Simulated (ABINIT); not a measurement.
BAs:

```
As B
1.0
     0.00000    2.38850    2.38850
     2.38850    0.00000    2.38850
     2.38850    2.38850    0.00000
As B
1 1
Direct
  0.75000 0.75000 0.75000
  0.00000 0.00000 0.00000
```

Base run:

```yaml
Program: ABINIT 10.8.3 (patched build)
Functional: PBE
Potentials_or_basis: JTH PAW PBE v2.0
Cutoff: 490 eV
k_mesh: 10 × 10 × 10
Occupations: fermi-dirac, width 0.05 eV
Spin: no spin polarisation
```

Its results: band gap on the k mesh 1.18 eV, indirect (least direct gap 3.27 eV); pressure 2.8 GPa.

Q: The run is repeated on the same cell with these changes: functional from PBE to PBEsol. What comes out?

A: Band gap on the k mesh 1.08 eV, indirect (least direct gap 3.24 eV); pressure -0.7 GPa.

PBEsol binds more tightly than PBE, so the same cell stands under less pressure.

Caveats: the PAW data sets were made with another functional, which shifts forces and pressure a little (some runs).
